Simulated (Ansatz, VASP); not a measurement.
W in VASP and in Ansatz

```
CELL_PARAMETERS angstrom
0.00000 2.02767 2.02767
2.02767 0.00000 2.02767
2.02767 2.02767 0.00000
ATOMIC_POSITIONS crystal
W 0.00000 0.00000 0.00000
```

The cell was built by a generator and needn't be a form met in nature.

Alike in both runs: functional RPBE; k mesh 14 × 14 × 14; occupations fermi-dirac, width 0.1 eV; no spin polarisation.

Ansatz relaxed the structure, and its values are those at the end. VASP's run is a single point on that final structure, the one shown.

```csv
,VASP,Ansatz
version,VASP 6.6.1,Ansatz 0.2.0
potentials or method,"VASP PAW PBE potentials, release 64 (W_sv)","plane waves (420 eV) with PAW, scalar-relativistic"
plane-wave cutoff (eV),520,420
valence electrons in the cell,14,14
```

|  | VASP | Ansatz | Ansatz less VASP |
| --- | --- | --- | --- |
| pressure (GPa) | 0.4 | 0.0 | -0.44 |

The functional is the same, so the differences come from potentials, cutoffs and numerics.

Caveats: the PAW data sets were made with another functional, which shifts forces and pressure a little (VASP). Spin-orbit coupling is left out, which matters for the levels of W.
